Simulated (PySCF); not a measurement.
## Basis-set dependence of population analyses: N,N-dimethylacetamide

Compound: N,N-dimethylacetamide, C₄H₉NO.
Numbering: `[CH3:1][C:2](=[O:3])[N:4]([CH3:5])[CH3:6]` (hydrogens: H7, H8, H9 on C1; H10, H11, H12 on C5; H13, H14, H15 on C6)

PBE0 throughout (PySCF), one geometry, spherical d and f functions. Geometry: PBE0-D3(BJ)/def2-SVP; no solvent, vibrations or thermal averaging. Atoms taken as equivalent share a column and are averaged.

Mulliken charges (e):

| basis | functions | C1 | C2 | O3 | N4 | C5/C6 | H7/H8/H9 | H10 (×6) |
| --- | --- | --- | --- | --- | --- | --- | --- | --- |
| STO-3G | 39 | -0.259 | +0.224 | -0.250 | -0.237 | -0.149 | +0.090 | +0.092 |
| 6-31G | 72 | -0.584 | +0.543 | -0.463 | -0.582 | -0.313 | +0.197 | +0.186 |
| pcSseg-0 | 72 | -0.713 | +0.630 | -0.524 | -0.840 | -0.378 | +0.256 | +0.239 |
| 6-31G* | 102 | -0.651 | +0.578 | -0.485 | -0.422 | -0.388 | +0.204 | +0.191 |
| def2-SVP | 129 | -0.099 | +0.144 | -0.291 | -0.388 | +0.058 | +0.068 | +0.052 |
| cc-pVDZ | 129 | -0.088 | +0.145 | -0.292 | -0.319 | +0.016 | +0.069 | +0.053 |
| pcSseg-1 | 147 | -0.313 | +0.417 | -0.445 | -0.677 | -0.073 | +0.144 | +0.122 |
| 6-311+G(2d,p) | 216 | -0.639 | +0.550 | -0.534 | +0.017 | -0.414 | +0.172 | +0.153 |
| aug-cc-pVDZ | 219 | +0.308 | +0.400 | -0.663 | -0.375 | +0.769 | -0.061 | -0.171 |
| def2-TZVP | 240 | -0.430 | +0.241 | -0.385 | -0.062 | -0.316 | +0.146 | +0.139 |
| IGLO-III | 300 | -0.461 | +0.403 | -0.484 | +0.037 | -0.350 | +0.142 | +0.130 |
| cc-pVTZ | 306 | -0.303 | +0.202 | -0.353 | -0.047 | -0.210 | +0.108 | +0.099 |

IAO charges (e):

```
        basis  functions      C1      C2      O3      N4   C5/C6  H7/H8/H9  H10 (×6)
       STO-3G         39  -0.440  +0.214  -0.262  -0.147  -0.312    +0.144    +0.138
        6-31G         72  -0.488  +0.380  -0.479  -0.164  -0.336    +0.167    +0.154
     pcSseg-0         72  -0.485  +0.376  -0.468  -0.174  -0.316    +0.164    +0.148
       6-31G*        102  -0.472  +0.422  -0.498  -0.182  -0.309    +0.159    +0.145
     def2-SVP        129  -0.463  +0.415  -0.494  -0.174  -0.298    +0.155    +0.141
      cc-pVDZ        129  -0.473  +0.419  -0.493  -0.177  -0.308    +0.158    +0.144
     pcSseg-1        147  -0.469  +0.422  -0.507  -0.182  -0.306    +0.159    +0.145
6-311+G(2d,p)        216  -0.482  +0.430  -0.520  -0.181  -0.319    +0.164    +0.150
  aug-cc-pVDZ        219  -0.480  +0.428  -0.519  -0.179  -0.318    +0.163    +0.149
    def2-TZVP        240  -0.483  +0.433  -0.518  -0.182  -0.318    +0.163    +0.149
     IGLO-III        300  -0.484  +0.431  -0.520  -0.181  -0.320    +0.164    +0.150
      cc-pVTZ        306  -0.485  +0.432  -0.514  -0.182  -0.319    +0.164    +0.149
```

Hirshfeld charges (e):

```tsv
basis	functions	C1	C2	O3	N4	C5/C6	H7/H8/H9	H10 (×6)
STO-3G	39	-0.050	+0.141	-0.217	-0.116	+0.023	+0.023	+0.021
6-31G	72	-0.105	+0.167	-0.300	-0.053	-0.051	+0.048	+0.042
pcSseg-0	72	-0.112	+0.171	-0.283	-0.031	-0.058	+0.046	+0.039
6-31G*	102	-0.102	+0.164	-0.298	-0.050	-0.051	+0.048	+0.041
def2-SVP	129	-0.123	+0.173	-0.288	-0.033	-0.064	+0.049	+0.042
cc-pVDZ	129	-0.119	+0.166	-0.281	-0.035	-0.061	+0.048	+0.041
pcSseg-1	147	-0.123	+0.172	-0.291	-0.047	-0.064	+0.050	+0.044
6-311+G(2d,p)	216	-0.120	+0.162	-0.293	-0.062	-0.062	+0.053	+0.046
aug-cc-pVDZ	219	-0.129	+0.167	-0.289	-0.058	-0.069	+0.054	+0.048
def2-TZVP	240	-0.124	+0.167	-0.292	-0.053	-0.066	+0.053	+0.046
IGLO-III	300	-0.128	+0.166	-0.290	-0.057	-0.070	+0.054	+0.048
cc-pVTZ	306	-0.126	+0.169	-0.288	-0.048	-0.067	+0.052	+0.045
```

ESP-fitted charges (e):

```tsv
basis	functions	C1	C2	O3	N4	C5/C6	H7/H8/H9	H10 (×6)
STO-3G	39	-0.594	+0.509	-0.372	+0.021	-0.470	+0.155	+0.152
6-31G	72	-0.608	+0.702	-0.595	-0.105	-0.392	+0.167	+0.148
pcSseg-0	72	-0.756	+0.799	-0.608	-0.124	-0.475	+0.200	+0.173
6-31G*	102	-0.622	+0.614	-0.529	-0.023	-0.428	+0.172	+0.150
def2-SVP	129	-0.582	+0.624	-0.542	-0.044	-0.366	+0.160	+0.132
cc-pVDZ	129	-0.582	+0.593	-0.518	-0.029	-0.375	+0.161	+0.134
pcSseg-1	147	-0.607	+0.655	-0.570	-0.065	-0.380	+0.167	+0.141
6-311+G(2d,p)	216	-0.641	+0.610	-0.567	+0.085	-0.511	+0.179	+0.166
aug-cc-pVDZ	219	-0.621	+0.623	-0.571	+0.069	-0.488	+0.172	+0.160
def2-TZVP	240	-0.636	+0.616	-0.561	+0.072	-0.490	+0.176	+0.160
IGLO-III	300	-0.616	+0.605	-0.563	+0.070	-0.479	+0.172	+0.158
cc-pVTZ	306	-0.616	+0.605	-0.547	+0.051	-0.468	+0.171	+0.155
```

Some averages cover members that differ in this geometry, most widely: H7/H8/H9, Mulliken in aug-cc-pVDZ -0.295 to +0.058; H10 (×6), Mulliken in aug-cc-pVDZ -0.382 to -0.073; C5/C6, Mulliken in aug-cc-pVDZ +0.700 to +0.837; C5/C6, ESP-fitted in STO-3G -0.510 to -0.430 e.

**Question.** Which scheme is steadiest as the basis changes?

**Answer.** Largest range over the bases for any column: Hirshfeld 0.09 e, IAO 0.26 e, ESP-fitted 0.29 e, Mulliken 1.18 e. Hirshfeld charges move least and Mulliken charges most, counted in e. Without the minimal STO-3G basis the ranges are Hirshfeld 0.03, IAO 0.06, ESP-fitted 0.21, Mulliken 1.18 e.

**Question.** How much do the charges still move between the two largest bases, IGLO-III and cc-pVTZ?

**Answer.** At most, over all atoms: Mulliken 0.201 e, IAO 0.006 e, Hirshfeld 0.009 e, ESP-fitted 0.019 e.

**Question.** What do the same runs give for the total energy, the frontier levels and the dipole moment?

**Answer.** 
```json
{"basis": "STO-3G", "energy (Eh)": "-283.8570", "HOMO (eV)": "-3.68", "LUMO (eV)": "4.26", "μ (D)": "2.58"}
{"basis": "6-31G", "energy (Eh)": "-287.4036", "HOMO (eV)": "-6.62", "LUMO (eV)": "1.05", "μ (D)": "3.92"}
{"basis": "pcSseg-0", "energy (Eh)": "-286.8275", "HOMO (eV)": "-6.81", "LUMO (eV)": "0.94", "μ (D)": "3.96"}
{"basis": "6-31G*", "energy (Eh)": "-287.4885", "HOMO (eV)": "-6.63", "LUMO (eV)": "1.18", "μ (D)": "3.61"}
{"basis": "def2-SVP", "energy (Eh)": "-287.2866", "HOMO (eV)": "-6.77", "LUMO (eV)": "1.01", "μ (D)": "3.67"}
{"basis": "cc-pVDZ", "energy (Eh)": "-287.5098", "HOMO (eV)": "-6.66", "LUMO (eV)": "1.10", "μ (D)": "3.55"}
{"basis": "pcSseg-1", "energy (Eh)": "-287.4635", "HOMO (eV)": "-6.87", "LUMO (eV)": "0.88", "μ (D)": "3.87"}
{"basis": "6-311+G(2d,p)", "energy (Eh)": "-287.5792", "HOMO (eV)": "-6.93", "LUMO (eV)": "0.10", "μ (D)": "3.85"}
{"basis": "aug-cc-pVDZ", "energy (Eh)": "-287.5299", "HOMO (eV)": "-6.90", "LUMO (eV)": "-0.25", "μ (D)": "3.81"}
{"basis": "def2-TZVP", "energy (Eh)": "-287.6026", "HOMO (eV)": "-6.91", "LUMO (eV)": "0.80", "μ (D)": "3.76"}
{"basis": "IGLO-III", "energy (Eh)": "-287.6096", "HOMO (eV)": "-6.92", "LUMO (eV)": "0.47", "μ (D)": "3.80"}
{"basis": "cc-pVTZ", "energy (Eh)": "-287.5947", "HOMO (eV)": "-6.86", "LUMO (eV)": "0.85", "μ (D)": "3.69"}
```

The dipole is fixed by the density alone, so its range of 1.38 D shows that the density itself changes with the basis, not only its division among atoms.
